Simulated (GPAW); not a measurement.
P:

```
P
1.0
     1.64774   -5.46504    0.00000
     1.64774    5.46504    0.00000
     0.00000    0.00000    4.54364
P
4
Direct
  0.90414 0.09586 0.58882
  0.59586 0.40414 0.08882
  0.40414 0.59586 0.91118
  0.09586 0.90414 0.41118
```

Base run:

| Item | Value |
| --- | --- |
| Program | GPAW 26.7.0 |
| Functional | LDA |
| Potentials or basis | the program's PAW data sets (release 1.2.1) made for this functional |
| Cutoff | 600 eV |
| Basis | pw |
| k mesh | 5 × 5 × 4 |
| Occupations | fermi-dirac, width 0.05 eV |
| Spin | no spin polarisation |

Its results: pressure -1.7 GPa; largest force 0.233 eV/Å.

**Question.** The run is repeated on the same cell with these changes: functional from LDA to revPBE; band points from 60 to 100. What comes out?

**Answer.** Pressure 3.7 GPa; largest force 0.392 eV/Å.

Not every run made on this cell is shown here.
